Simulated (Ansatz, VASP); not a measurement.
## Two plane-wave programs on Ti3Al

```
Ti Al
1.0
     2.90789    0.00000    0.00000
    -1.45395    2.51831    0.00000
     0.00000    0.00000    9.16444
Ti Al
3 1
Cartesian
  0.0000 1.6789 2.2857
  0.0000 1.6789 6.8788
  1.4539 0.8394 0.0000
  1.4539 0.8394 4.5822
```

Change from the starting cell: volume scaled by 0.98.

Alike in both runs: task single point; functional PBE; k mesh 10 × 10 × 3; occupations fermi-dirac, width 0.05 eV; no spin polarisation.

|  | VASP | Ansatz |
| --- | --- | --- |
| version | VASP 6.6.1 | Ansatz 0.2.0 |
| potentials or method | VASP PAW PBE potentials, release 64 (Ti_sv, Al) | Ansatz PAW |
| plane-wave cutoff (eV) | 520 | 420 |
| valence electrons in the cell | 39 | 39 |

|  | VASP | Ansatz | Ansatz less VASP |
| --- | --- | --- | --- |
| gap on the k mesh at the Fermi level (eV) | none | none | - |
| pressure (GPa) | 2.4 | 2.6 | +0.21 |
| largest component of the traceless stress (GPa) | 0.27 | 0.25 | -0.022 |
| rms of the force components (eV/Å) | 0.000 | 0.004 | +0.0040 |

Atom by atom the forces differ by 0.004 eV/Å (rms over components). A gap of «none» marks a metal or a gap that the smearing closes.
